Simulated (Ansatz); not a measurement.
Structure relaxation of K

The calculation used Ansatz, DFT PBE, scalar-relativistic, plane waves, PAW. Cutoff 420 eV, Γ-centred k mesh, Gaussian smearing, no spin polarisation in the final step.

The start is a database structure of K, space group Cmmm (No. 65).

```
K
1.0
     3.70100   -5.52400    0.00000
     3.70100    5.52400    0.00000
     0.00000    0.00000    8.36700
K
5
Direct
  0.50000 0.00000 0.25000
  0.00000 0.50000 0.75000
  0.00000 0.50000 0.25000
  0.50000 0.00000 0.75000
  0.00000 0.00000 0.00000
```

Steps on the 6×6×6 mesh (5 atoms). 11 of 19 steps are shown, and the free energy counts from the last. Trial steps that were taken back and renewals of the plane-wave basis can be among the rows.

| step | ΔF (meV/atom) | V (Å³/atom) | P (GPa) | largest force component (eV/Å) |
| --- | --- | --- | --- | --- |
| 1 | 168.9 | 68.42 | 1.40 | 0.236 |
| 3 | 81.9 | 77.77 | 0.60 | 0.071 |
| 4 | 57.0 | 83.57 | 0.29 | 0.033 |
| 6 | 36.1 | 88.91 | -0.05 | 0.009 |
| 8 | 21.6 | 83.70 | -0.02 | 0.008 |
| 9 | 17.2 | 80.56 | 0.04 | 0.002 |
| 11 | 15.5 | 79.41 | 0.06 | 0.001 |
| 12 | 14.9 | 80.84 | -0.02 | 0.015 |
| 14 | 7.3 | 80.66 | 0.15 | 0.008 |
| 16 | 0.3 | 84.23 | 0.01 | 0.004 |
| 19 | 0.0 | 84.53 | 0.00 | 0.001 |

A final relaxation ran on a 6×6×4 mesh. The relaxed crystal, P4/mmm (No. 123):

```
K
1.0
     6.08653    0.00000    0.00000
     0.00000    6.08653    0.00000
     0.00000    0.00000   11.40930
K
5
Direct
  0.50000 0.00000 0.30999
  0.00000 0.50000 0.69001
  0.00000 0.50000 0.30999
  0.50000 0.00000 0.69001
  0.00000 0.00000 0.00000
```

```
Volume per atom                    : 84.53 Å³
Density                            : 0.77 g/cm³
Energy over the standard structure : 0.11 eV/atom
Gap on the 6×6×4 mesh              : 0 eV (a metal)
```

Energies count from the standard state of K at the same level.

The final run used a 6×6×4 mesh on its 5-atom cell and 0.10 eV smearing. For metals, differences of a few meV/atom aren't resolved.

Symmetry constrained the relaxation, so the result can be a saddle point.